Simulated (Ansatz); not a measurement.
# CoO: the cost of one run

Program: Ansatz 0.2.0. Level of theory: DFT PBE, scalar-relativistic. These are calculated values, not measurements.

## (1) Starting point

It takes space group I4/mmm (No. 139, tetragonal). Conventional cell: a = 3.016 Å, b = 3.016 Å, c = 4.214 Å, α = 90.00°, β = 90.00°, γ = 90.00°. Co (site symmetry 4/mmm) has 6 O at 2.11 to 2.13 Å as nearest neighbours. Around O (site symmetry 4/mmm) lie 6 Co at 2.11 to 2.13 Å.

Coordinates:

```cif
data_structure
_symmetry_space_group_name_H-M 'I4/mmm'
_symmetry_Int_Tables_number 139
_cell_length_a 3.0160
_cell_length_b 3.0160
_cell_length_c 4.2145
_cell_angle_alpha 90.000
_cell_angle_beta 90.000
_cell_angle_gamma 90.000
_cell_volume 38.34
loop_
_atom_site_label
_atom_site_type_symbol
_atom_site_symmetry_multiplicity
_atom_site_Wyckoff_symbol
_atom_site_fract_x
_atom_site_fract_y
_atom_site_fract_z
_atom_site_occupancy
Co1 Co 2 a 0.00000 0.00000 0.00000 1
O1 O 2 b 0.00000 0.00000 0.50000 1
```

The file gives the conventional cell by its symmetry; the runs use the cell typed in the input.

Atoms are numbered in the order of the input: Co1, O2.

## (2) The deformed structure

Space group I4/mmm before, I4/mmm after.

## (3) Full-potential LAPW

The input, input.yaml:

```yaml
crystal:
  lattice:
    - [-1.5230801544, 1.5230801544, 2.1072499549]
    - [1.5230801544, -1.5230801544, 2.1072499549]
    - [1.5230801544, 1.5230801544, -2.1072499549]
  atoms:
    - { symbol: Co, position: [0.0, 0.0, 0.0], spin: 2.0 }
    - { symbol: O, position: [0.5, 0.5, 0.0] }
magnetization:
  spin_polarized: true
kpoints:
  mp_grid: { grid: [13, 13, 15] }
  band_path:
    path:
      - [0.0, 0.0, 0.0]
      - [0.0, 0.0, 0.5]
      - [0.25, 0.25, 0.25]
      - [0.0, 0.5, 0.0]
      - [0.0, 0.0, 0.0]
      - [0.5, 0.5, -0.5]
      - [0.3806030806, 0.6193969194, -0.3806030806]
      - [-0.3806030806, 0.3806030806, 0.3806030806]
      - [0.0, 0.0, 0.0]
    npoints: 5
scf:
  occupations: { method: fermi_dirac, width: 0.03 }
hamiltonian:
  xc: pbe
  pseudopotentials: { kind: all_electron, lapw: { basis_error: 0.001 } }
output:
  forces: true
  stress: true
  eigenvalues: true
```

Run with:

```
ansatz run input.yaml --threads 1 --pin off --max-ram 3072MiB --backend cpu --events-out ev --progress --plain --runs-dir out
```

Q: Estimate wall time and peak memory on 1 thread of Intel Xeon Platinum 8375C at 2.90GHz (Ice Lake), shared host.

About 4.3 min, with a peak of 1.9 GiB.
